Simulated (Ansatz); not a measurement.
# CsH: properties at the relaxed cell

The task here is to estimate one member of a computed series from the others.

Program: Ansatz 0.2.0. Level of theory: DFT r2SCAN, scalar-relativistic, plane waves, PAW. These are calculated values, not measurements.

1 further run of the same task is left out (set aside as unsound or not needed).

## The system as given

The structure is cubic, space group Fm-3m (No. 225). Conventional cell: a = 6.376 Å, b = 6.376 Å, c = 6.376 Å, α = 90.00°, β = 90.00°, γ = 90.00°. Cs (site symmetry m-3m) is surrounded by 6 H at 3.19 Å. H (site symmetry m-3m) has 6 Cs at 3.19 Å in its first shell of neighbours.

As a file:

```cif
data_structure
_symmetry_space_group_name_H-M 'P 1'
_symmetry_Int_Tables_number 1
_cell_length_a 4.5085
_cell_length_b 4.5085
_cell_length_c 4.5085
_cell_angle_alpha 60.000
_cell_angle_beta 60.000
_cell_angle_gamma 60.000
_cell_volume 64.80
loop_
_atom_site_label
_atom_site_type_symbol
_atom_site_fract_x
_atom_site_fract_y
_atom_site_fract_z
_atom_site_occupancy
Cs1 Cs 0.00000 0.00000 0.00000 1
H1 H 0.50000 0.50000 0.50000 1
```

This cell was relaxed beforehand with the same method: volume 32.40 Å³/atom, gap on the mesh 2.68 eV.

Set-up of the first run:

Contents of input.yaml:

```yaml
crystal:
  lattice:
    - [0.0, 3.188, 3.188]
    - [3.188, 0.0, 3.188]
    - [3.188, 3.188, 0.0]
  atoms:
    - { symbol: Cs, position: [0.0, 0.0, 0.0] }
    - { symbol: H, position: [0.5, 0.5, 0.5] }
basis:
  ecutwfc: 500
kpoints:
  mp_grid: { grid: [6, 6, 6] }
  band_path:
    path:
      - [[0.0, 0.0, 0.0], [0.5, 0.0, 0.5], [0.625, 0.25, 0.625]]
      - [[0.375, 0.375, 0.75], [0.0, 0.0, 0.0], [0.5, 0.5, 0.5], [0.5, 0.25, 0.75], [0.5, 0.0, 0.5]]
    npoints: 14
hamiltonian:
  xc: r2scan
scf:
  occupations: { method: gaussian, width: 0.02 }
  n_extra_bands: 6
output:
  forces: true
  stress: true
  eigenvalues: true
  populations: true
  dos: { projected: true, de: 0.02, nscf_kmesh: { grid: [9, 9, 9] } }
  bader: true
  write_density: true
  write_potential: true
  elf: true
  volumetric_format: npy
```

Launch:

```console
$ ansatz run input.yaml --threads 1 --pin off --max-ram 2560MiB --backend cpu --events-out ev --progress --plain --runs-dir out
```

Among the steps run: Bands, states and charges; Band edges anywhere in the zone; Levels beside the edges; The cell as listed, for comparison; Optical spectrum; The cell scaled to 0.97 of its volume; The cell scaled to 1.03 of its volume; Volume × 0.94; Volume × 1.06; Point at V/V0 = 0.91; Point at V/V0 = 1.10; Point at V/V0 = 0.88.

One table of the session follows, with a row left open; its other results are not shown here.

It belongs to the step «Equation of state». 

```
volume (Å³/atom)  energy above the lowest point (meV/atom)  pressure (GPa)  gap on the mesh (eV)
          28.513                                      17.7            1.60                  2.51
          29.485                                       9.5            1.11                  2.56
          30.457                                       4.1            0.69                  2.61
          31.429                                       1.0            0.33                  2.65
          32.401                                       0.0            0.01                  2.68
          33.373                                         ?               ?                     ?
          34.345                                       3.0           -0.49                  2.74
          35.641                                       8.1           -0.76                  2.77
```

Q: Estimate the row for volume (Å³/atom) = 33.373 from the others.

Worked estimate for «energy above the lowest point (meV/atom)». A straight line through the neighbours (32.401, 0.0) and (34.345, 3.0) gives 0.0 + (3.0 − 0.0) × (33.373 − 32.401) / (34.345 − 32.401) = 1.5; a parabola fitted to 4 rows on both sides gives 0.8.

The run gave: energy above the lowest point (meV/atom): 0.8; pressure (GPa): -0.26; gap on the mesh (eV): 2.71. In «energy above the lowest point (meV/atom)» the line misses by +0.7 and the parabola by 0.0.
